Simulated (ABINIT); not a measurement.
## Au in ABINIT: convergence with smearing width

Crystal: Au.

```xyz
1
Lattice="0.0000 2.0350 2.0350 2.0350 0.0000 2.0350 2.0350 2.0350 0.0000" Properties=species:S:1:pos:R:3 pbc="T T T"
Au    0.0000    0.0000    0.0000
```

| Property | Result |
| --- | --- |
| Program | ABINIT 10.8.3 (patched build) |
| Task | single point |
| Functional | PBEsol |
| Potentials or basis | JTH PAW PBE v2.0 |
| Cutoff | 544 eV |
| k mesh | 11 × 11 × 11 |
| Occupations | methfessel-paxton, width 0.272 eV |
| Spin | no spin polarisation |

These are the settings of the first run; the series varies smearing width, with any setting tied to it.

Hardware: 1 thread of Arm Neoverse V1, with other jobs on the host.

Q: The values tried are 0.272 eV, 0.2 eV, 0.136 eV, 0.1 eV, 0.05 eV, 0.025 eV, 0.01 eV, loosest first. From which on does the pressure stay within 0.1 GPa of the tightest run that finished?

A: From 0.2 eV on.

```
smearing width  energy less the tightest run (meV/atom)  pressure (GPa)  SCF cycles  CPU time (s)  peak memory (GiB)
      0.272 eV                                     0.42            2.06          23            23                0.1
        0.2 eV                                     0.44            2.14          25            25                0.1
      0.136 eV                                     0.33            2.20          27            27                0.1
        0.1 eV                                     0.13            2.21          30            30                0.1
       0.05 eV                                     0.02            2.19          21            21                0.1
      0.025 eV                                     0.01            2.18          23            23                0.1
       0.01 eV                                     0.00            2.18          24            24                0.1
```

Against the tightest run, the energy stays within 1 meV/atom from 0.272 eV on. Narrower smearing needs a denser k mesh, so at a fixed mesh the narrowest width isn't the most accurate. The tightest run that finished is the yardstick and may itself not be fully converged.

Caveat, for the tightest run too: the PAW data sets were made with another functional, which shifts forces and pressure a little. The run has no spin-orbit coupling, so splittings on Au are missing.
